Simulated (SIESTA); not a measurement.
Here is a SIESTA 5.4.2 calculation.

The input WS2.fdf:

```
SystemName                      WS2
SystemLabel                     WS2
NumberOfSpecies                 2
NumberOfAtoms                   6
%block ChemicalSpeciesLabel
  1  16 S
  2  74 W
%endblock ChemicalSpeciesLabel

UseStructFile                   true

%block kgrid.MonkhorstPack
    7   0   0  0.0
    0   7   0  0.0
    0   0   1  0.0
%endblock kgrid.MonkhorstPack
XC.Functional                   GGA
XC.Authors                      PBE
PAO.BasisSize                   DZP
PAO.EnergyShift                 0.003 Ry
Mesh.Cutoff                     800 Ry
OccupationFunction              FD
ElectronicTemperature           0.05 eV
Slab.DipoleCorrection           vacuum
MaxSCFIterations                120
SCF.MustConverge                false
SCF.Mixer.Method                Pulay
SCF.Mixer.Weight                0.25
SCF.Mixer.History               8
SCF.DM.Tolerance                5.0e-05
SCF.H.Tolerance                 1.0e-03 eV
WriteForces                     true
Charge.Mulliken                 end
%block PAO.Basis
  W 5
  n=5 0 2
    3.045 0.000
  n=6 0 2
    7.641 0.000
  n=5 1 2
    3.655 0.000
  n=6 1 1
    7.641
  n=5 2 2
    6.655 0.000
%endblock PAO.Basis
```

Contents of WS2.STRUCT_IN:

```
   3.1580007685     0.0000000000     0.0000000000
  -1.5790003843     2.7349088908     0.0000000000
   0.0000000000     0.0000000000    24.2936853070
6
1  16    0.3333333333     0.6666666667     0.3087222011
2  74    0.6666666667     0.3333333333     0.3739233342
1  16    0.3333333333     0.6666666667     0.4375768918
1  16    0.0000000000     0.0000000000     0.5624231082
2  74    0.3333333333     0.6666666667     0.6276242413
1  16    0.0000000000     0.0000000000     0.6912777989
```

Potentials or basis: PseudoDojo 0.4 standard (PBE files), DZP (energy shift 0.003 Ry; two zetas on semicore shells).

Run with:

```sh
$ siesta WS2.fdf > WS2.out 2>&1
```

(1) Predict the band gap on the k mesh.

(2) What does it give for the largest force?

## Answers

(1) 1.60 eV, indirect (least direct gap 2.53 eV).

(2) 1.091 eV/Å.

Caveat: spin-orbit coupling is left out, which moves the levels of the heavy elements; the basis of atomic orbitals isn't converged, which shifts pressures, moduli and gaps.
